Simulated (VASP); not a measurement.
# SiNi3: Si into a neighbouring Si vacancy

Aim: the barrier for one hop in SiNi3: Si into a neighbouring Si vacancy. The start is a cell from a database of measured crystal structures.

Main program and level: VASP 6.6.1; PBE, spin-polarised from a ferromagnetic start; plane waves and PAW (Ni, Si).

The database entry behind the starting cell differs from later determinations by our own check (an axis about 0.9 % long against later determinations), so it need not match the best structure at ambient conditions.

**1. The host crystal**

The structure is cubic, space group Pm-3m (No. 221). Conventional cell: a = 3.542 Å, b = 3.542 Å, c = 3.542 Å, α = 90.00°, β = 90.00°, γ = 90.00°. Nearest to Ni lie 8 Ni at 2.50 Å and 4 Si at 2.50 Å. Nearest to Si lie 12 Ni at 2.50 Å. Farther neighbours are not listed.

Coordinates:

```cif
data_structure
_symmetry_space_group_name_H-M 'Pm-3m'
_symmetry_Int_Tables_number 221
_cell_length_a 3.5420
_cell_length_b 3.5420
_cell_length_c 3.5420
_cell_angle_alpha 90.000
_cell_angle_beta 90.000
_cell_angle_gamma 90.000
_cell_volume 44.44
loop_
_atom_site_label
_atom_site_type_symbol
_atom_site_symmetry_multiplicity
_atom_site_Wyckoff_symbol
_atom_site_fract_x
_atom_site_fract_y
_atom_site_fract_z
_atom_site_occupancy
Ni1 Ni 3 c 0.50000 0.50000 0.00000 1
Si1 Si 1 a 0.00000 0.00000 0.00000 1
```

**2. Relax the host**

First cell and atoms are relaxed at a raised cutoff, so that later runs start from this functional's own cell.

INCAR reads:

```
SYSTEM = SiNi3
PREC = Accurate
ENCUT = 360
EDIFF = 1E-06
NELM = 120
ISMEAR = 1
SIGMA = 0.15
LREAL = .FALSE.
ALGO = Normal
GGA = PE
NBANDS = 27
ISPIN = 2
MAGMOM = 1 1 1 0
LASPH = .TRUE.
LMAXMIX = 4
LORBIT = 11
LWAVE = .FALSE.
LCHARG = .FALSE.
KPAR = 3
IBRION = 2
NSW = 40
ISIF = 3
EDIFFG = -0.02
POTIM = 0.4
```

POSCAR reads:

```
SiNi3
1.0
    3.5420000000      0.0000000000      0.0000000000
    0.0000000000      3.5420000000      0.0000000000
    0.0000000000      0.0000000000      3.5420000000
Ni Si
3 1
Direct
    0.5000000000      0.5000000000      0.0000000000
    0.5000000000      0.0000000000      0.5000000000
    0.0000000000      0.5000000000      0.5000000000
    0.0000000000      0.0000000000      0.0000000000
```

KPOINTS reads:

```
Automatic mesh
0
Gamma
7 7 7
0 0 0
```

The projector-augmented-wave data sets are Ni and Si (PBE family, release 64).

Launch:

```
mpirun -np 3 vasp_std
```

Output:

```text
[banner, memory and clock lines left out]
running    3 mpi-ranks, on    1 nodes
 distrk:  each k-point on    1 cores,    3 groups
 distr:  one band on    1 cores,    1 groups

 POSCAR found type information on POSCAR NiSi
 POSCAR found :  2 types and       4 ions
 LDA part: xc-table for (Slater+PW92), standard interpolation
 POSCAR, INCAR and KPOINTS ok, starting setup
 FFT: planning ... GRIDC
 FFT: planning ... GRID_SOFT
 FFT: planning ... GRID
 WAVECAR not read
 entering main loop
       N       E                     dE             d eps       ncg     rms          rms(c)
DAV:   1     0.169955729731E+03    0.16996E+03   -0.11545E+04  2184   0.125E+03
DAV:   2    -0.178109387838E+02   -0.18777E+03   -0.17538E+03  2160   0.271E+02
DAV:   3    -0.269446490153E+02   -0.91337E+01   -0.87119E+01  2441   0.756E+01
DAV:   4    -0.270963884944E+02   -0.15174E+00   -0.15147E+00  2399   0.925E+00
DAV:   5    -0.271010469789E+02   -0.46585E-02   -0.46580E-02  2578   0.149E+00    0.197E+01
DAV:   6    -0.275841705688E+02   -0.48312E+00   -0.29838E+01  2573   0.970E+01    0.192E+01
DAV:   7    -0.237201456538E+02    0.38640E+01   -0.10726E+01  2591   0.547E+01    0.382E+00
DAV:   8    -0.236817250700E+02    0.38421E-01   -0.30265E-01  2520   0.437E+00    0.153E+00
DAV:   9    -0.236720949938E+02    0.96301E-02   -0.18207E-02  2976   0.160E+00    0.647E-01
DAV:  10    -0.236705838652E+02    0.15111E-02   -0.14915E-03  2797   0.400E-01    0.338E-01
DAV:  11    -0.236699215553E+02    0.66231E-03   -0.34252E-04  2922   0.307E-01    0.104E-01
DAV:  12    -0.236699868499E+02   -0.65295E-04   -0.15027E-04  2916   0.146E-01    0.456E-02
DAV:  13    -0.236699928482E+02   -0.59983E-05   -0.17879E-05  2639   0.527E-02    0.208E-02
DAV:  14    -0.236699894135E+02    0.34347E-05   -0.28193E-06  2478   0.197E-02    0.745E-03
DAV:  15    -0.236699889911E+02    0.42246E-06   -0.10129E-06  1305   0.118E-02
   1 F= -.23669989E+02 E0= -.23671819E+02  d E =-.236700E+02  mag=     0.0003
 curvature:   0.00 expect dE= 0.000E+00 dE for cont linesearch  0.000E+00
 trial: gam= 0.00000 g(F)=  0.000E+00 g(S)=  0.931E-01 ort = 0.000E+00 (trialstep = 0.100E+01)
 search vector abs. value=  0.931E-01
 bond charge predicted
       N       E                     dE             d eps       ncg     rms          rms(c)
DAV:   1    -0.253737085075E+02   -0.17037E+01   -0.13281E+01  2280   0.531E+01    0.114E+01
DAV:   2    -0.251863154340E+02    0.18739E+00   -0.10727E+01  2558   0.612E+01    0.934E+00
DAV:   3    -0.237427091435E+02    0.14436E+01   -0.36062E+00  2574   0.330E+01    0.195E+00
DAV:   4    -0.236954679284E+02    0.47241E-01   -0.66704E-02  2825   0.262E+00    0.684E-01
DAV:   5    -0.236896679749E+02    0.58000E-02   -0.41821E-03  3152   0.643E-01    0.231E-01
DAV:   6    -0.236895675566E+02    0.10042E-03   -0.12168E-03  2214   0.307E-01    0.581E-02
DAV:   7    -0.236895594627E+02    0.80939E-05   -0.83876E-05  2610   0.982E-02    0.245E-02
DAV:   8    -0.236895536747E+02    0.57880E-05   -0.83119E-06  2919   0.395E-02    0.673E-03
DAV:   9    -0.236895526985E+02    0.97618E-06   -0.85638E-07  1215   0.135E-02
   2 F= -.23689553E+02 E0= -.23691515E+02  d E =-.195637E-01  mag=     0.0000
 trial-energy change:   -0.019564  1 .order   -0.017381   -0.093080    0.058319
 step:   0.6349(harm=  0.6148)  dis= 0.00000  next Energy=   -23.700094 (dE=-0.301E-01)
 bond charge predicted
       N       E                     dE             d eps       ncg     rms          rms(c)
DAV:   1    -0.239305390577E+02   -0.24099E+00   -0.18099E+00  2271   0.203E+01    0.432E+00
DAV:   2    -0.239454827551E+02   -0.14944E-01   -0.17596E+00  2580   0.233E+01    0.359E+00
DAV:   3    -0.237056783988E+02    0.23980E+00   -0.47162E-01  2586   0.129E+01    0.657E-01
DAV:   4    -0.237008501264E+02    0.48283E-02   -0.12397E-02  2252   0.689E-01    0.214E-01
DAV:   5    -0.237003318123E+02    0.51831E-03   -0.67934E-04  3038   0.403E-01    0.591E-02
DAV:   6    -0.237003277364E+02    0.40759E-05   -0.15937E-04  2238   0.114E-01    0.194E-02
DAV:   7    -0.237003348834E+02   -0.71470E-05   -0.10641E-05  2831   0.323E-02    0.107E-02
DAV:   8    -0.237003373522E+02   -0.24688E-05   -0.64849E-07  1227   0.121E-02    0.230E-03
DAV:   9    -0.237003372488E+02    0.10339E-06   -0.23396E-07  1131   0.712E-03
   3 F= -.23700337E+02 E0= -.23702253E+02  d E =-.303483E-01  mag=     0.0000
 curvature:  -0.31 expect dE=-0.477E-06 dE for cont linesearch -0.477E-06
 trial: gam= 0.00000 g(F)=  0.596E-64 g(S)=  0.156E-05 ort =-0.380E-03 (trialstep = 0.927E+00)
 search vector abs. value=  0.156E-05
 reached required accuracy - stopping structural energy minimisation
```

Elapsed: 18 s, on 3 MPI ranks of AMD EPYC 9R45, shared host; peak memory 0.4 GiB; 52 s of CPU time.

Lines that name or quote the potential files are left out of all logs, and their timing lines are given in words.

OUTCAR, selected parts (step 2):

```text
ion  position               nearest neighbor table
   1  0.500  0.500  0.000-   2 2.50   3 2.50   4 2.50   2 2.50   3 2.50   2 2.50   4 2.50   2 2.50
                             3 2.50   4 2.50   3 2.50   4 2.50
   2  0.500  0.000  0.500-   1 2.50   3 2.50   4 2.50   1 2.50   4 2.50   1 2.50   3 2.50   1 2.50
                             3 2.50   4 2.50   4 2.50   3 2.50
   3  0.000  0.500  0.500-   1 2.50   2 2.50   4 2.50   1 2.50   4 2.50   2 2.50   4 2.50   4 2.50
                             1 2.50   2 2.50   1 2.50   2 2.50
   4  0.000  0.000  0.000-   1 2.50   2 2.50   3 2.50   2 2.50   3 2.50   1 2.50   3 2.50   3 2.50
                             1 2.50   2 2.50   2 2.50   1 2.50

  LATTYP: Found a simple cubic cell.
 ALAT       =     3.5420000000

 Subroutine GETGRP returns: Found 48 space group operations
 (whereof 48 operations were pure point group operations)

The static configuration has the point symmetry O_h .

 Found     20 irreducible k-points:

   k-points           NKPTS =     20   k-points in BZ     NKDIM =     20   number of bands    NBANDS=     27

   dimension x,y,z NGX =    24 NGY =   24 NGZ =   24
   dimension x,y,z NGXF=    48 NGYF=   48 NGZF=   48

   ENCUT  =  360.0 eV  26.46 Ry    5.14 a.u.   5.48  5.48  5.48*2*pi/ulx,y,z

   NELECT =      34.0000    total number of electrons

 k-points in reciprocal lattice and weights: Automatic mesh
   0.00000000  0.00000000  0.00000000       0.003
   0.14285714  0.00000000  0.00000000       0.017
   0.28571429  0.00000000  0.00000000       0.017
   0.42857143  0.00000000  0.00000000       0.017
   0.14285714  0.14285714  0.00000000       0.035
   0.28571429  0.14285714  0.00000000       0.070
   0.42857143  0.14285714  0.00000000       0.070
   0.28571429  0.28571429  0.00000000       0.035
   0.42857143  0.28571429  0.00000000       0.070
[...]
0.42857143  0.42857143  0.28571429       0.070
   0.42857143  0.42857143  0.42857143       0.023

 average (electrostatic) potential at core
       1 -80.6534       2 -80.6534       3 -80.6534       4 -79.0587

 E-fermi :  10.6757

 spin component 1
 k-point     1 :       0.0000    0.0000    0.0000
  band No.  band energies     occupation
    ...
     12       9.8063      1.00000
     13       9.8063      1.00000
     14      10.0746      1.00000
     15      10.0746      1.00000
     16      10.4007      1.01318
     17      10.7306      0.21189
     18      10.7306      0.21189
     19      10.7306      0.21188
     20      15.5442      0.00000
     21      17.0362      0.00000
    ...

 k-point     2 :       0.1429    0.0000    0.0000
  band No.  band energies     occupation
    ...
     12       9.9149      1.00000
     13       9.9149      1.00000
     14      10.0483      1.00000
     15      10.0776      1.00000
     16      10.3041      1.00128
     17      10.7310      0.21001
     18      11.2049     -0.00000
     19      11.2049     -0.00000
     20      15.9187      0.00000
     21      16.9858      0.00000
    ...

 k-point     3 :       0.2857    0.0000    0.0000
  band No.  band energies     occupation
    ...
     12       9.6968      1.00000
     13       9.6968      1.00000
     14       9.7736      1.00000
     15       9.9653      1.00000
     16      10.1406      1.00000
     17      10.7318      0.20682
     18      12.4298     -0.00000
     19      12.4298     -0.00000
     20      16.0087      0.00000
     21      16.8502      0.00000
    ...

 k-point     4 :       0.4286    0.0000    0.0000
  band No.  band energies     occupation
    ...
     12       9.4307      1.00000
     13       9.4307      1.00000
     14       9.4606      1.00000
     15       9.6225      1.00000
     16      10.1393      1.00000
     17      10.7322      0.20489
     18      13.8953      0.00000
     19      13.8953      0.00000
     20      15.9320      0.00000
     21      16.4451      0.00000
    ...

 k-point     5 :       0.1429    0.1429    0.0000
  band No.  band energies     occupation
    ...
     13       9.8935      1.00000
     14       9.9230      1.00000
     15      10.1820      1.00002
     16      10.2036      1.00004
     17      10.6125      0.82392
     18      11.1324     -0.00007
     19      11.6985     -0.00000
     20      16.3411      0.00000
     21      17.7495      0.00000
     22      18.0249      0.00000
    ...

 k-point     6 :       0.2857    0.1429    0.0000
  band No.  band energies     occupation
    ...
     13       9.6123      1.00000
     14       9.8618      1.00000
     15      10.0299      1.00000
     16      10.0656      1.00000
     17      10.5491      1.00049
     18      11.7509     -0.00000
     19      12.8066     -0.00000
     20      16.2767      0.00000
     21      16.4852      0.00000
     22      18.0466      0.00000
    ...

  Total        0.0073301      0.0073301      0.0073301      0.0000000     -0.0000000      0.0000000
  in kB        0.2731894      0.2731894      0.2731894      0.0000000     -0.0000000      0.0000000
  external PRESSURE =       0.2731894 kB  Pullay stress =       0.0000000 kB

  energy-cutoff  :      360.00
  volume of cell :       42.99
      direct lattice vectors                 reciprocal lattice vectors
     3.503093516 -0.000000000 -0.000000000     0.285461977  0.000000000  0.000000000
    -0.000000000  3.503093516 -0.000000000     0.000000000  0.285461977  0.000000000
    -0.000000000 -0.000000000  3.503093516     0.000000000  0.000000000  0.285461977

 POSITION                                       TOTAL-FORCE (eV/Angst)
 -----------------------------------------------------------------------------------
      1.75155      1.75155     -0.00000        -0.000000      0.000000      0.000000
      1.75155     -0.00000      1.75155        -0.000000     -0.000000      0.000000
     -0.00000      1.75155      1.75155         0.000000     -0.000000      0.000000
      0.00000      0.00000      0.00000        -0.000000      0.000000      0.000000
 -----------------------------------------------------------------------------------
    total drift:                                0.000000     -0.000000     -0.000000

  FREE ENERGIE OF THE ION-ELECTRON SYSTEM (eV)
  ---------------------------------------------------
  free  energy   TOTEN  =       -23.7003372488 eV

  energy  without entropy=      -23.7060834767  energy(sigma->0) =      -23.70225266

 reached required accuracy - stopping structural energy minimisation

 total charge
# of ion       s       p       d       tot
------------------------------------------
    1        0.486   0.573   8.405   9.464
    2        0.486   0.573   8.405   9.464
    3        0.486   0.573   8.405   9.464
    4        0.730   0.823   0.000   1.552
--------------------------------------------------
tot          2.189   2.541  25.214  29.944

 magnetization (x)
# of ion       s       p       d       tot
------------------------------------------
    1        0.000   0.000   0.000   0.000
    2        0.000   0.000   0.000   0.000
    3        0.000   0.000   0.000   0.000
    4       -0.000  -0.000   0.000  -0.000
--------------------------------------------------
tot          0.000  -0.000   0.000   0.000

[... 5 further parts left out ...]
```

CONTCAR:

```
SiNi3
   1.00000000000000
     3.5030935155023641   -0.0000000000000000   -0.0000000000000000
    -0.0000000000000000    3.5030935155023641   -0.0000000000000000
    -0.0000000000000000   -0.0000000000000000    3.5030935155023641
  Ni              Si
     3     1
Direct
     0.5000000000000000    0.5000000000000000    0.0000000000000000
     0.5000000000000000    0.0000000000000000    0.5000000000000000
     0.0000000000000000    0.5000000000000000    0.5000000000000000
     0.0000000000000000    0.0000000000000000    0.0000000000000000
```

The moments of the start collapse, so the state is non-magnetic; other starts or orders were not tried. The k-mesh is coarse for a metal. The run keeps the 48 symmetry operations of its start, so it cannot find a distortion of lower symmetry.

Step by step:

```csv
step,energy less that of the first step (eV),largest force (eV/Å),pressure (GPa),volume (Å³)
1,0.0000,0.0000,-6.47,44.44
2,-0.0196,0.0000,4.27,42.17
3,-0.0303,0.0000,0.03,42.99
```

```csv
"conventional cell, symmetrised",before,after,change
a (Å),3.542,3.503,-1.1 %
b (Å),3.542,3.503,-1.1 %
c (Å),3.542,3.503,-1.1 %
volume (Å³/atom),11.11,10.75,-3.3 %
```

The relaxed structure:

```
Ni Si
1.0
     3.50309    0.00000    0.00000
     0.00000    3.50309    0.00000
     0.00000    0.00000    3.50309
Ni Si
3 1
Direct
  0.50000 0.50000 0.00000
  0.50000 0.00000 0.50000
  0.00000 0.50000 0.50000
  0.00000 0.00000 0.00000
```

This step gave:

| Quantity | Value |
| --- | --- |
| electronic cycles | 33 |
| electrons | 34 |
| free energy (TOTEN) | -23.70 eV |
| energy at zero smearing | -23.70 eV |
| Fermi energy | 10.68 eV |
| metallic | yes |

The spin moment in the PAW sphere vanishes on all atoms.

The run ended after 3 ionic steps, 0.030 eV below its first step, once forces and stress met EDIFFG = -0.02.

(Continued in part 2 of 4.)

[Lines on the potential files, build, host, timing and source positions are cut from VASP's logs without a mark.]

[Logs are printed without paths, hosts, clocks, repeated set-up lines and the standing remarks that a program may print on its own settings, such as how far it seeks lower states.]

[Hosts, paths, dates, database ids (printed as entryN), source tags and the programs' standing remarks are cut or masked in the printed files.]

[Runs that stopped without an error message from VASP are left out.]
